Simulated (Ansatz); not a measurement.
Ga:

```xyz
2
Lattice="1.3830 -4.0265 0.0000 1.3830 4.0265 0.0000 -0.1174 0.0000 3.3299" Properties=species:S:1:pos:R:3 pbc="T T T"
Ga    1.2949    2.9716    2.4974
Ga    1.3536   -2.9716    0.8325
```

This isn't the form of Ga at room conditions, which is orthorhombic.

Program: Ansatz 0.2.0. Alike in all runs: task band structure; potentials or basis Ansatz PAW; no spin polarisation; cell as given; cutoff (eV) 420; smearing fermi-dirac 0.05 eV.

Task: Order these runs on this cell by their pressure, lowest first.
A. level LDA; k mesh 10 × 10 × 8; mesh quality not flagged
B. level PBEsol; k mesh 6 × 6 × 5; mesh quality coarse
C. level BLYP; k mesh 10 × 10 × 8; mesh quality not flagged

Result: A (-4.0 GPa), B (-1.8 GPa), C (7.1 GPa).

Caveats: some runs use coarse meshes; the PAW data sets come from PBE, with cores solved anew for the run's functional, which leaves a small shift of forces and pressure; the potentials were made for another functional, which shifts forces and pressure (some runs).

Not every run made on this cell is shown here.
